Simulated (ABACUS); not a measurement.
# MgS under changes of volume

One of the cells (22.740 Å³/atom); the others are scaled copies at fixed shape and fractional positions:

```xyz
2
Lattice="0.0000 2.8331 2.8331 2.8331 0.0000 2.8331 2.8331 2.8331 0.0000" Properties=species:S:1:pos:R:3 pbc="T T T"
S     1.4166    1.4166    1.4166
Mg    0.0000    0.0000    0.0000
```

The cell comes from a database or a generator and needn't be the stable form of this composition.

```yaml
Program: ABACUS 3.10.1
Functional: PBEsol
Potentials_or_basis: PseudoDojo NC SR 0.4.1 PBEsol standard
Cutoff: 1143 eV
Density_cutoff: 4572 eV
Basis: plane waves
k_mesh: 8 × 8 × 8
Occupations: fermi-dirac, width 0.05 eV
Spin: no spin polarisation
```

```csv
volume (Å³/atom),energy over the lowest point (meV/atom),pressure (GPa),gap on the mesh (eV)
21.376,12.44,3.5,3.58
21.831,?,?,?
22.285,0.49,0.8,3.37
22.740,0.00,-0.4,3.28
23.195,2.69,-1.5,3.18
23.650,8.26,-2.4,3.09
24.105,16.42,-3.3,3.00
```

What does the run at 21.831 Å³/atom give?

Energy over the lowest point 4.51 meV/atom; pressure 2.1 GPa; gap on the mesh 3.48 eV.

Worked out: A Birch-Murnaghan fit of order 3 (a polynomial in V^(-2/3)) to the other rows has its minimum at 22.58 Å³/atom with B0 = V·E''(V) = 58 GPa and B' = 4.1. It gives 4.50 meV/atom at 21.831 Å³/atom, against the run's 4.51, and -dE/dV = 2.1 GPa, against 2.1. A straight line through the other rows of the gap, of slope -4.82 eV per unit of ln V (its deformation potential), gives 3.47 eV, against the run's 3.48.

Energies are extrapolated to zero smearing.

A mesh can miss the band edges.
